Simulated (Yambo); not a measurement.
A run of Yambo 5.3.0 is set up as follows.

bse5.in

```
optics
bse
bss
rim_cut
em1s
RandQpts= 1000000
RandGvec= 50 RL
Chimod= "HARTREE"
% BndsRnXs
 1 | 37 |
%
NGsBlkXs= 3 Ry
% LongDrXs
 1 | 0 | 0 |
%
BSKmod= "SEX"
BSEmod= "retarded"
BSSmod= "h"
% BSEQptR
 1 | 1 |
%
% BSEBands
 10 | 15 |
%
BSENGexx= 20 Ry
BSENGBlk= 3 Ry
% BEnRange
 0 | 20 | eV
%
% BDmRange
 0.1 | 0.1 | eV
%
BEnSteps= 200
% BLongDir
 1 | 0 | 0 |
%
BSEprop= "abs"
BSHayTrs= -0.02
```

scf.in

```
&CONTROL
  calculation = 'scf'
  prefix = 'pwscf'
  outdir = './tmp'
  pseudo_dir = './pseudo'
/
&SYSTEM
  ibrav = 0
  nat = 3
  ntyp = 2
  ecutwfc = 84
  nbnd = 19
  occupations = 'smearing'
  smearing = 'fd'
  degauss = 0.00367493
  force_symmorphic = .true.
/
&ELECTRONS
  conv_thr = 6d-10
  electron_maxstep = 120
  mixing_beta = 0.5
/
ATOMIC_SPECIES
Hf   178.4900 Hf.upf
O     15.9990 O.upf
CELL_PARAMETERS angstrom
   0.0000000000    2.5575000000    2.5575000000
   2.5575000000    0.0000000000    2.5575000000
   2.5575000000    2.5575000000    0.0000000000
ATOMIC_POSITIONS crystal
Hf     0.0000000000    0.0000000000    0.0000000000
O      0.7500000000    0.7500000000    0.7500000000
O      0.2500000000    0.2500000000    0.2500000000
K_POINTS automatic
10 10 10 0 0 0
```

nscf.in

```
&CONTROL
  calculation = 'nscf'
  prefix = 'pwscf'
  outdir = './tmp'
  pseudo_dir = './pseudo'
/
&SYSTEM
  ibrav = 0
  nat = 3
  ntyp = 2
  ecutwfc = 84
  nbnd = 42
  occupations = 'fixed'
  force_symmorphic = .true.
/
&ELECTRONS
  conv_thr = 1d-08
  diago_full_acc = .true.
  diago_thr_init = 1d-06
/
ATOMIC_SPECIES
Hf   178.4900 Hf.upf
O     15.9990 O.upf
CELL_PARAMETERS angstrom
   0.0000000000    2.5575000000    2.5575000000
   2.5575000000    0.0000000000    2.5575000000
   2.5575000000    2.5575000000    0.0000000000
ATOMIC_POSITIONS crystal
Hf     0.0000000000    0.0000000000    0.0000000000
O      0.7500000000    0.7500000000    0.7500000000
O      0.2500000000    0.2500000000    0.2500000000
K_POINTS automatic
10 10 10 0 0 0
```

Potentials or basis: PseudoDojo 0.4.1 SR PBEsol standard.

The run is started by

```sh
$ OMP_NUM_THREADS=1 pw.x -in scf.in > scf.out
$ OMP_NUM_THREADS=1 pw.x -in nscf.in > nscf.out
$ cd tmp/pwscf.save; p2y; mv SAVE ../..; cd ../..
$ OMP_NUM_THREADS=1 yambo
$ mkdir -p bse5; ln -s $PWD/bse4/ndb.RIM bse5/
$ OMP_NUM_THREADS=1 yambo -F bse5.in -J bse5 -C bse5_out
```

(1) Estimate the band gap on the k mesh, mean-field level.

## Answers

(1) 3.64 eV, direct.

Caveat: the transitions start from uncorrected Kohn-Sham levels, so peaks lie too low; exciton energies and binding change strongly with the k mesh and aren't converged on this one; spin-orbit coupling is left out, which moves the levels of the heavy elements.
